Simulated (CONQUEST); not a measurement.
# MgS (Niningerite) in CONQUEST: convergence with k mesh

Input of the first run (k mesh 1 × 1 × 1); the others differ in this setting and in those tied to it:

File Conquest_input:

```
IO.Title MgS
IO.Coordinates coords.dat
IO.FractionalAtomicCoords T
IO.Iprint 2
IO.Iprint_init 1
General.NumberOfSpecies 2
General.PseudopotentialType hamann
AtomMove.TypeOfRun static
AtomMove.FullStress T
Grid.GridCutoff 120
DM.SolutionMethod diagon
Diag.MPMesh T
Diag.GammaCentred T
Diag.MPMeshX 1
Diag.MPMeshY 1
Diag.MPMeshZ 1
Diag.kT 0.00183747
minE.SCTolerance 1e-6
SC.MaxIters 100
IO.AtomChargeOutput T
%block ChemicalSpeciesLabel
1 32.070 S
2 24.310 Mg
%endblock
```

Contents of coords.dat:

```
    6.9528480048     0.0000000000     0.0000000000
    0.0000000000     6.9528480048     0.0000000000
    0.0000000000     0.0000000000     9.8328119443
4
  0.0049650000   0.9784220000   0.5120780000 1 T T T
  0.5049650000   0.4784220000   0.0120780000 1 T T T
  0.4966830000   0.5101120000   0.5021230000 2 T T T
  0.9966830000   0.0101120000   0.0021230000 2 T T T
```

Potentials or basis: PseudoDojo NC PBEsol, SZP, grid cutoff 120 Ha.

Launch:

```bash
$ OMP_NUM_THREADS=1 Conquest
```

The cell isn't the ideal one: atoms moved at random.

Hardware: 1 thread of AMD EPYC 7R43 64-Core Processor (Zen 3) (shared host).

The values tried are 1 × 1 × 1, 2 × 2 × 2, 3 × 3 × 2, 3 × 3 × 3, 4 × 4 × 3, 5 × 5 × 4, 6 × 6 × 5, 7 × 7 × 5, 9 × 9 × 7, 11 × 11 × 8, loosest first. From which on does the energy stay within 1 meV/atom of the tightest run that finished?

From 6 × 6 × 5 on.

```csv
k mesh,"energy less the tightest run, at zero smearing (meV/atom)",pressure (GPa),gap on the mesh (eV),SCF cycles,CPU time (s),peak memory (GiB)
1 × 1 × 1,2439.59,27.11,1.697,7,19,0.48
2 × 2 × 2,292.29,7.47,2.167,6,19,0.48
3 × 3 × 2,45.25,4.91,2.334,6,20,0.48
3 × 3 × 3,47.49,4.98,2.331,6,20,0.48
4 × 4 × 3,10.23,4.43,2.364,6,23,0.47
5 × 5 × 4,2.47,4.31,2.373,6,27,0.47
6 × 6 × 5,0.65,4.28,2.376,6,35,0.48
7 × 7 × 5,0.18,4.27,2.377,6,36,0.47
9 × 9 × 7,0.01,4.27,2.377,6,58,0.47
11 × 11 × 8,0.00,4.27,2.377,6,95,0.48
```

Against the tightest run, the pressure stays within 0.1 GPa from 5 × 5 × 4 on; the gap on the mesh stays within 0.01 eV from 5 × 5 × 4 on. Meshes of other sizes hit other points, so gaps and Fermi surfaces needn't settle smoothly. The tightest run that finished is the yardstick and may itself not be fully converged.

Caveat, for the tightest run too: the atomic basis is small; the real-space grid is too coarse here: the forces don't sum to zero and aren't listed, and the energy moves when atoms move against the grid; an odd mesh through Γ misses points on the zone boundary, where band edges often lie; the basis of atomic orbitals isn't converged, which shifts pressures, moduli and gaps.
